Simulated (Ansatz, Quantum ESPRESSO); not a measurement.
Ba: 3 runs at one level of theory

```
Ba
1.0
    -2.50650    2.50650    2.50650
     2.50650   -2.50650    2.50650
     2.50650    2.50650   -2.50650
Ba
1
Cartesian
  0.0000 0.0000 0.0000
```

Alike in all runs: task band structure; functional PBEsol; k mesh 8 × 8 × 8; occupations fermi-dirac, width 0.05 eV; no spin polarisation; no spin-orbit coupling. Pressure is positive in compression and, in plane waves, holds the error of the finite cutoff, which Ansatz's Pulay term estimates and takes out.

```
                        program and potentials  plane-wave cutoff (eV)                    notes  pressure (GPa)
                Quantum ESPRESSO, SG15 PBE 1.2                     599  potentials made for PBE           -0.70
     Ansatz, PAW datasets made for the crystal                     220                        -           -0.71
Ansatz, all-electron LAPW, scalar-relativistic                       -                        -           -0.71
```

The pressure spans -0.71 (Ansatz, PAW datasets made for the crystal) to -0.70 GPa (Quantum ESPRESSO, SG15 PBE 1.2), with all-electron results at -0.71.

Differences between rows come from potentials, basis sets and numerical settings, since the functional is the same but for its coding. Runs on potential files found faulty are left out.
